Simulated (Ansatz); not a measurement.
Runs of Ansatz 0.2.0 on CuO. Symmetry: P6_3mc, No. 186, hexagonal system. Conventional cell: a = 3.288 Å, b = 3.288 Å, c = 5.385 Å, α = 90.00°, β = 90.00°, γ = 120.00°. Cu (site symmetry 3m) has 4 O at 2.01 to 2.02 Å as nearest neighbours. O (site symmetry 3m) is surrounded by 4 Cu at 2.01 to 2.02 Å. Measurements of this composition are mostly on another form, of space group No. 15.

```csv
task,level,U,cell,k mesh,cutoff (eV),points for each segment of the path,hubbard projectors,double counting,atoms under strain,gap on the mesh (eV),pressure (GPa),largest force (eV/Å)
band structure,RPBE,-,as given,9 × 9 × 5,420,14,-,-,-,none,(b),0.08
band structure,PBEsol+U,Cu d U = 4.5 eV,as given,9 × 9 × 5,420,14,ortho-atomic (the default),fll (the default),-,none,-12.8,(a)
relaxation of cell and atoms,BLYP,-,relaxed,9 × 9 × 5,420,-,-,-,-,none,0.0,-
elastic constants,r2SCAN,-,as given,8 × 8 × 4,500,-,-,-,relaxed,none,-14.5,-
```

Alike in all rows: potentials or basis Ansatz PAW; no spin polarisation; smearing fermi-dirac 0.05 eV.

Question: Fill in the values left out.

Answer: (a) 0.07; (b) -4.7.

Caveats: the run has no spin polarisation, though such a crystal can be magnetic; the PAW data sets come from PBE, with cores solved anew for the run's functional, which leaves a small shift of forces and pressure; semilocal functionals often make such compounds metallic where correlation or magnetic order opens a gap, which also shifts bond lengths (some runs); U without spin polarisation on a metal has little footing (some runs); the plane-wave basis is chosen anew once the cell has moved, so the energies of steps on either side of that aren't comparable (some runs); the cell is more than 3 GPa from zero pressure, which shifts response properties (some runs); elastic constants of metals need much finer meshes, so these are rough (some runs).

A gap of «none» marks a metal or a gap under the smearing width.

Runs at the PBE level aren't shown here.
